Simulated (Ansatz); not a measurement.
# A N vacancy in wurtzite AlN, 95 atoms, charge −1

All numbers come from Ansatz (PAW, plane waves, no spin–orbit coupling) at the single k point (¼, ¼, ¼) without its symmetry partners. The atoms were relaxed with PBEsol in a fixed cell; other functionals are single points on those atoms unless said otherwise. The valence top and gap of the host come from its small cell on a dense mesh, with the band extrema sought between the mesh points, lined up by the mean potential, PBEsol gap 4.09 eV, HSE06 gap 5.54 eV. The charge correction uses an assumed dielectric constant of 8.5.

Cell: a = 9.341 Å, b = 10.787 Å, c = 9.967 Å, α = 90.00°, β = 90.00°, γ = 90.00°.

Nearest atoms after relaxation, from the placed atom (for vacancies from the middle of the vacant sites): Al at 1.70 Å, Al at 1.71 Å, Al at 1.91 Å, Al at 1.93 Å, Al at 2.98 Å, N at 3.02 Å, N at 3.05 Å, N at 3.06 Å.

Chemical potentials μ are those of reference phases of the elements at zero temperature by the same functional (the usual solids, diamond for C, grey Sn, and the molecules H2, N2, O2, F2, Cl2, Br2 and S8).

| functional | E(defect) − E(host) − Σ nμ + q·E_VBM (eV) | monopole (eV) | alignment (eV) | formation energy at E_F = VBM (eV) | moment (μB) | wall time, shared host |
| --- | --- | --- | --- | --- | --- | --- |
| PBEsol | 9.55 | 0.24 | 0.04 | 9.83 | 0 (no spin) | 9.9 s on NVIDIA GB300 (relaxation) |
| HSE06 | 10.87 | 0.24 | 0.04 | 11.15 | 0 (no spin) | 22 s on NVIDIA GB300 |

HSE06 one-electron levels near the gap (the ten most localised at most), from the host's valence top, not corrected for the charge's images:

```tsv
level (eV)	spin	filling	atoms sharing it	element of the atom with most weight
-0.26	both	2.00	45.4	spread
0.27	both	2.00	14.6	Al
3.91	both	2.00	11.3	Al
5.29	both	0.00	12.9	Al
5.35	both	0.00	12.2	Al
```

All elements are taken at their own reference at once; growth conditions in equilibrium with the host shift these energies, by up to the host's formation enthalpy.

One k point and a cell of this size can leave errors of several tenths of an eV in such numbers.
